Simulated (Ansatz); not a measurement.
# SiGe: the cost of one run

Computed with Ansatz 0.2.0 (DFT PBE, scalar-relativistic, plane waves, PAW, unless a step's input says otherwise).

1 further run of the same task is left out (it didn't finish).

## Step 1: The structure to begin with

The structure is hexagonal, space group P6/mmm (No. 191). Conventional cell: a = 3.971 Å, b = 3.971 Å, c = 5.590 Å, α = 90.00°, β = 90.00°, γ = 120.00°. Si (site symmetry -6m2) is surrounded by 3 Si at 2.29 Å and 6 Ge at 2.51 Å. Around Ge (site symmetry 6mm) lie 1 Ge at 2.04 Å and 6 Si at 2.51 Å.

As a file:

```
CELL_PARAMETERS angstrom
3.97064 0.00000 0.00000
-1.98532 3.43867 0.00000
0.00000 0.00000 5.58965
ATOMIC_POSITIONS crystal
Si 0.33333 0.66667 0.50000
Si 0.66667 0.33333 0.50000
Ge 0.00000 0.00000 0.68222
Ge 0.00000 0.00000 0.31778
```

The cell is invented: random cell by space group and Wyckoff sites (P6/mmm, No. 191). Its size is a rough estimate.

## Step 2: The guess as it stands, on a coarse mesh

Input file input.yaml:

```yaml
crystal:
  lattice:
    - [3.97063949, 0.0, 0.0]
    - [-1.98531974, 3.43867466, 0.0]
    - [0.0, 0.0, 5.58965224]
  atoms:
    - { symbol: Si, position: [0.33333333, 0.66666667, 0.5] }
    - { symbol: Si, position: [0.66666667, 0.33333333, 0.5] }
    - { symbol: Ge, position: [0.0, 0.0, 0.68222085] }
    - { symbol: Ge, position: [0.0, 0.0, 0.31777915] }
basis:
  ecutwfc: 420
kpoints:
  mp_grid: { grid: [6, 6, 4] }
hamiltonian:
  xc: pbe
scf:
  occupations: { method: gaussian, width: 0.1 }
  lower_state_search: "off"
output:
  forces: true
  stress: true
  eigenvalues: true
```

Command:

```sh
ansatz run input.yaml --threads 1 --pin off --max-ram 2560MiB --backend cpu --events-out ev --progress --plain --runs-dir out
```

Q: Estimate wall time and peak memory on 1 thread of Intel Xeon Platinum 8488C (Sapphire Rapids), shared host.

About 1.8 s, with a peak of 0.4 GiB.
